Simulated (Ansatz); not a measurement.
# Sn: the cost of one run

Computed with Ansatz 0.2.0 (DFT PBEsol, scalar-relativistic, plane waves, PAW, unless a step's input says otherwise).

3 further runs of the same task are left out: 3 set aside as unsound or not needed. Runs told in other sessions of the task aren't counted.

## Step 1: Starting point

It takes space group I4/mmm (No. 139, tetragonal). The conventional cell has a = 3.235 Å, b = 3.235 Å, c = 5.068 Å, α = 90.00°, β = 90.00°, γ = 90.00°. Around Sn (site symmetry 4/mmm) lie 12 Sn at 3.23 to 3.41 Å.

Structure file:

```xyz
1
Lattice="-1.6173 1.6173 2.5339 1.6173 -1.6173 2.5339 1.6173 1.6173 -2.5339" Properties=species:S:1:pos:R:3 pbc="T T T"
Sn    0.0000    0.0000    0.0000
```

This cell was relaxed beforehand with the same method: volume 26.51 Å³/atom, gap on the mesh none (metal).

## Step 2: Zero of energy

The reference gives a free energy of -5949.7569 eV, pressure -0.05 GPa, largest force 0.000 eV/Å and gap on the mesh none (metal). It was computed beforehand with the settings of the runs below.

## Step 3: Setting up a strain scan

The cell is strained by ε times the Voigt pattern (0, 0, 0, 0, 0, 1) (xx, yy, zz, yz, xz, xy; engineering shear), with fractional coordinates fixed (clamped ions). The stress on the pattern is the sum of the stress components weighted by it, tension positive.

## Step 4: At ε = -0.0600

input.yaml reads:

```yaml
crystal:
  lattice:
    - [-1.6658464307, 1.6658464307, 2.5338794555]
    - [1.6658464307, -1.6658464307, 2.5338794555]
    - [1.5688068327, 1.5688068327, -2.5338794555]
  atoms:
    - { symbol: Sn, position: [0.0, 0.0, 0.0] }
basis:
  ecutwfc: 420
kpoints:
  mp_grid: { grid: [26, 26, 26] }
hamiltonian:
  xc: pbesol
scf:
  occupations: { method: gaussian, width: 0.15 }
output:
  forces: true
  stress: true
  eigenvalues: true
  write_density: true
  write_potential: true
  elf: true
  volumetric_format: npy
```

Launch:

```sh
> ansatz run input.yaml --threads 1 --pin off --max-ram 2560MiB --backend cpu --events-out ev --progress --plain --runs-dir out
```

What time and memory should one allow on 1 thread of Intel Xeon at 2.50GHz (Skylake/Cascade Lake), shared host?

About 97 s, with a peak of 0.94 GiB.
